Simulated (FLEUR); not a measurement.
# V under changes of volume

One of the cells (13.891 Å³/atom); the others are scaled copies at fixed shape and fractional positions:

```
V
1.0
    -1.51435    1.51435    1.51435
     1.51435   -1.51435    1.51435
     1.51435    1.51435   -1.51435
V
1
Cartesian
  0.0000 0.0000 0.0000
```

* Program: FLEUR MaX-R8.1 (later development tree)
* Functional: SCAN
* Potentials or basis: all-electron
* Basis: FLAPW
* Kmax: 4.36 1/bohr
* k mesh: 12 × 12 × 12
* Occupations: fermi-dirac, width 0.05 eV
* Spin: collinear spin, ferromagnetic start
* Starting moments: [2.0] μB

```tsv
volume (Å³/atom)	energy over the lowest point (meV/atom)	moment (μB per cell)
13.058	1.26	0.59
13.336	0.00	0.60
13.891	17.02	0.61
14.447	?	?
14.725	83.10	0.63
```

Task: What does the run at 14.447 Å³/atom give?

Result: Energy over the lowest point 56.41 meV/atom; moment 0.62 μB per cell.

Worked out: A Birch-Murnaghan fit of order 2 (a polynomial in V^(-2/3)) to the other rows has its minimum at 13.25 Å³/atom with B0 = V·E''(V) = 194 GPa. It gives 56.41 meV/atom at 14.447 Å³/atom, against the run's 56.41. A straight line through the other rows of the moment, of slope 0.0231 μB per Å³/atom, gives 0.62 μB, against the run's 0.62.

Energies are extrapolated to zero smearing.

Caveats: the meta-GGA is that of a development version, with a GGA for the radial functions and cores and without core tails.
